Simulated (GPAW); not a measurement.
A run of GPAW 26.7.0 is set up as follows.

File run.py:

```python
from ase import Atoms
from ase.calculators.mixing import SumCalculator
from ase.filters import FrechetCellFilter
from ase.io import write
from ase.optimize import BFGS
from ase.units import GPa
from dftd4.ase import DFTD4
from gpaw import GPAW, PW

atoms = Atoms(['N', 'N', 'B', 'B'],
              cell=[[2.49824, 0.0, 0.0],
                    [-1.24912, 2.1635393048, 0.0],
                    [0.0, 0.0, 6.6357]],
              scaled_positions=[[0.6666666667, 0.3333333333, 0.25],
                                [0.3333333333, 0.6666666667, 0.75],
                                [0.6666666667, 0.3333333333, 0.75],
                                [0.3333333333, 0.6666666667, 0.25]],
              pbc=True)

calc = GPAW(mode=PW(800),
            xc='MGGA_X_SCAN+MGGA_C_SCAN',
            kpts={'size': (9, 9, 3), 'gamma': True},
            occupations={'name': 'fermi-dirac', 'width': 0.05},
            nbands=18,
            convergence={'density': 1e-05, 'energy': 1e-05},
            maxiter=150,
            txt='gpaw.txt')
atoms.calc = SumCalculator([calc, DFTD4(method='scan')])
opt = BFGS(FrechetCellFilter(atoms, scalar_pressure=-1 * GPa), trajectory='relax.traj', logfile='-')
done = opt.run(fmax=0.05, steps=40)
calc.write('gs.gpw')
write('result.traj', atoms)
print('Converged:', done)
print('Cell:', atoms.cell.cellpar().round(4))
print('Volume:', round(atoms.get_volume(), 4))
print(atoms.get_scaled_positions().round(5))
```

Potentials or basis: GPAW PAW data sets (gpaw-data 1.2.1), pw.

The run is started by

```console
$ OMP_NUM_THREADS=1 python run.py
```

Problem. Predict the dispersion energy per atom.

Solution. -0.055 eV.

Problem. Estimate the band gap on the k mesh.

Solution. 4.94 eV, indirect (least direct gap 5.23 eV).

Forces on the atoms (eV/Å):
```
N    0.000  0.000 -0.007
N    0.000  0.000  0.007
B    0.000  0.000  0.003
B    0.000  0.000 -0.003
```

Caveat: the relaxation stopped at its first step, so nothing moved; later steps reuse the first step's grids; the PAW data sets were made with another functional, which shifts forces and pressure a little; an odd mesh through Γ misses points on the zone boundary, where band edges often lie. SCAN opens gaps a little over a GGA but as a rule still falls short of measured ones.
